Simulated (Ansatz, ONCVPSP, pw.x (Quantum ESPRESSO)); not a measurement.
## Equation-of-state test of one ONCV potential (ruthenium)

- Element: ruthenium
- Generator: ONCVPSP 4.0.1.1 (patched build)
- Type: optimised norm-conserving Vanderbilt (ONCV)
- Functional: PBEsol
- Relativity: scalar-relativistic
- Frozen core: [Ar] 3d10
- Valence charge: 16
- Reference configuration: 4s2 4p6 4d7 5s1
- Partial waves: 4s+5s: rc 1.60 bohr, ncon 5, nbas 9, qcut 8.8 1/bohr, 2 projectors; 4p: rc 1.85 bohr, ncon 4, nbas 9, qcut 6.6 1/bohr, 2 projectors, debl 1.5 Ha; 4d: rc 1.60 bohr, ncon 5, nbas 9, qcut 10.1 1/bohr, local
- Local potential: the d channel
- Core correction: none

In the p channel the program set the typed energies aside and used -1.704, 0.250 Ha.

Atomic tests: cutoffs needed: 28 Ha and 33 Ha (the cutoffs (Ha) at which the residual kinetic energy of the hardest occupied pseudo-wave falls to 1 and 0.1 mHa per electron); ghost test: no bound ghost flagged; GHOST(+) flagged for s at 460.3 eV; largest excitation error: -1.6 meV (all-electron minus pseudo) for 4s2 4p6 4d6 5s0, out of 4 test configurations.

Crystal test: fcc Ru in pw.x 7.5, no spin, 15³ k-points, Fermi–Dirac smearing 0.01 Ry, cutoffs 80/320 Ry. The lattice is a test structure that the element need not adopt, and mesh and smearing are coarse.

pw.x input:

```
&control
  calculation='scf', prefix='x', pseudo_dir='./', outdir='./tmp', tstress=.true., disk_io='low'
/
&system
  ibrav=0, nat=1, ntyp=1, ecutwfc=80, ecutrho=320, nbnd=16,
  occupations='smearing', smearing='fd', degauss=0.01
/
&electrons
  conv_thr=1e-09, mixing_beta=0.4, electron_maxstep=70
/
ATOMIC_SPECIES
Ru 1.0 Ru.UPF
CELL_PARAMETERS angstrom
  0.00000000 1.88285593 1.88285593
  1.88285593 0.00000000 1.88285593
  1.88285593 1.88285593 0.00000000
ATOMIC_POSITIONS crystal
Ru 0.0000 0.0000 0.0000
K_POINTS automatic
15 15 15 0 0 0
```

```bash
pw.x < Ru.scf.in > Ru.scf.out
```

Problem. How does the run end?

Solution. It converges; the pressure is 2.11 GPa against 1.19 GPa from all-electron LAPW.  The log shows:

```
     number of Kohn-Sham states=           16
     kinetic-energy cutoff     =      80.0000  Ry
     charge density cutoff     =     320.0000  Ry
     scf convergence threshold =      1.0E-09
     Exchange-correlation= PBESOL
     number of k points=   120  Fermi-Dirac smearing, width (Ry)=  0.0100
     iteration #  1     ecut=    80.00 Ry     beta= 0.40
     total energy              =    -190.48110442 Ry
     estimated scf accuracy    <       0.14026126 Ry
     iteration #  2     ecut=    80.00 Ry     beta= 0.40
     total energy              =    -190.50040897 Ry
     estimated scf accuracy    <       0.00432522 Ry
     iteration #  3     ecut=    80.00 Ry     beta= 0.40
     total energy              =    -190.50058636 Ry
     estimated scf accuracy    <       0.00083489 Ry
     iteration #  4     ecut=    80.00 Ry     beta= 0.40
     total energy              =    -190.50063385 Ry
     estimated scf accuracy    <       0.00003501 Ry
     iteration #  5     ecut=    80.00 Ry     beta= 0.40
     total energy              =    -190.50063302 Ry
     estimated scf accuracy    <       0.00000590 Ry
     iteration #  6     ecut=    80.00 Ry     beta= 0.40
     total energy              =    -190.50063387 Ry
     estimated scf accuracy    <          7.5E-09 Ry
     iteration #  7     ecut=    80.00 Ry     beta= 0.40
     total energy              =    -190.50063388 Ry
     estimated scf accuracy    <          5.7E-09 Ry
     iteration #  8     ecut=    80.00 Ry     beta= 0.40
     the Fermi energy is    23.8706 ev
!    total energy              =    -190.50063388 Ry
     estimated scf accuracy    <          7.7E-10 Ry
     smearing contrib. (-TS)   =      -0.00442558 Ry
     The total energy is F=E-TS. E is the sum of the following terms:
     one-electron contribution =     -33.86680987 Ry
     hartree contribution      =      28.38316440 Ry
     xc contribution           =     -20.07472866 Ry
     ewald contribution        =    -164.93783418 Ry
     convergence has been achieved in   8 iterations
          total   stress  (Ry/bohr**3)                   (kbar)     P=       21.10
```
